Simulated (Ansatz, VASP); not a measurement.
One calculation of Te, two programs

The input INCAR:

```
SYSTEM = Te
ALGO = Normal
EDIFF = 1E-6
ENCUT = 520
GGA = PS
ISIF = 2
ISMEAR = -1
LASPH = .True.
LCHARG = .False.
LREAL = .False.
LWAVE = .False.
NBANDS = 9
NELM = 60
PREC = Accurate
SIGMA = 0.08
```

Contents of KPOINTS:

```
k-points
0
Gamma
  13 13 13
  0 0 0
```

File POSCAR:

```
Te
1.0
    2.5002268431      0.0000000000      0.0000000000
    0.0000000000      2.5002268431      0.0000000000
    0.0000000000      0.0000000000      2.5002268431
Te
1
Direct
    0.0000000000      0.0000000000      0.0000000000
```

Input for Ansatz:

```yaml
crystal:
  lattice:
    - [2.5002268431, 0.0, 0.0]
    - [0.0, 2.5002268431, 0.0]
    - [0.0, 0.0, 2.5002268431]
  atoms:
    - { symbol: Te, position: [0.0, 0.0, 0.0] }
kpoints:
  mp_grid: { grid: [13, 13, 13] }
scf:
  occupations: { method: fermi_dirac, width: 0.08 }
hamiltonian:
  xc: pbesol
  pseudopotentials: { kind: all_electron, lapw: { basis_error: 0.001 } }
output:
  forces: true
  stress: true
  eigenvalues: true
  populations: true
```

Change from the starting cell: volume scaled by 0.5, LAPW.

Alike in both runs: task single point; functional PBEsol; k mesh 13 × 13 × 13; occupations fermi-dirac, width 0.08 eV; no spin polarisation.

|  | VASP | Ansatz |
| --- | --- | --- |
| version | VASP 6.6.1 | Ansatz 0.2.0 |
| potentials or method | VASP PAW PBE potentials, release 64 (Te) | all-electron LAPW, scalar-relativistic |
| plane-wave cutoff (eV) | 520 | see its input |

Ansatz gave:

```
pressure (GPa) : 169.0
```

Question: Which values does VASP return?

Answer: Pressure (GPa): 172.7.

Ansatz ran all-electron here, so the differences hold the error of VASP's frozen core and of both bases.

Caveats: the cell as given lies far from equilibrium; so large a pressure means that the cell lies far from this level's equilibrium, or that cutoff or potentials fall short (VASP); the potentials were made for another functional, which shifts forces and pressure (VASP). Spin-orbit coupling is left out, which matters for the levels of Te.
